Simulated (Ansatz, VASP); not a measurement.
Given: the input of a run of Ansatz 0.2.0 on Mo.

Contents of input.yaml:

```yaml
crystal:
  lattice:
    - [-1.5838089719, 1.5838089719, 1.5838089719]
    - [1.5838089719, -1.5838089719, 1.5838089719]
    - [1.5838089719, 1.5838089719, -1.5838089719]
  atoms:
    - { symbol: Mo, position: [0.0, 0.0, 0.0] }
kpoints:
  mp_grid: { grid: [12, 12, 12] }
scf:
  occupations: { method: gaussian, width: 0.026 }
hamiltonian:
  xc: pbe
  pseudopotentials: { kind: all_electron, lapw: { basis_error: 0.001 } }
output:
  forces: true
  stress: true
  eigenvalues: true
```

Potentials or basis: all-electron LAPW, scalar-relativistic.

Run with:

```sh
$ ansatz run input.yaml --threads 1 --pin off --max-ram 3072MiB --backend cpu --events-out ev --progress --plain --runs-dir out
```

Q: Set up the same calculation for VASP 6.6.1. Potentials there: VASP PAW PBE potentials, release 64 (Mo_sv).

A: As run (the cutoff follows the program's own potentials):

File INCAR:

```
SYSTEM = Mo
ALGO = Fast
EDIFF = 1E-7
ENCUT = 520
GGA = PE
ISIF = 2
ISMEAR = 0
LASPH = .True.
LCHARG = .True.
LELF = .True.
LREAL = .False.
LVHAR = .True.
LWAVE = .False.
NBANDS = 13
NELM = 100
PREC = Accurate
SIGMA = 0.026000000000000002
```

File KPOINTS:

```
k-points
0
Gamma
  12 12 12
  0 0 0
```

Contents of POSCAR:

```
Mo
1.0
   -1.5838089719      1.5838089719      1.5838089719
    1.5838089719     -1.5838089719      1.5838089719
    1.5838089719      1.5838089719     -1.5838089719
Mo
1
Direct
    0.0000000000      0.0000000000      0.0000000000
```

Potentials or basis: VASP PAW PBE potentials, release 64 (Mo_sv).

Command:

```console
$ cat potpaw_PBE.64/Mo_sv/POTCAR > POTCAR
$ mpirun -np 1 vasp_std > vasp.out
```

Both were run:

|  | VASP | Ansatz | Ansatz less VASP |
| --- | --- | --- | --- |
| gap on the k mesh at the Fermi level (eV) | none | none | - |
| pressure (GPa) | -1.4 | -1.9 | -0.51 |

A gap of «none» marks a metal or a gap that the smearing closes. Ansatz ran all-electron here, so the differences hold the error of VASP's frozen core and of both bases.
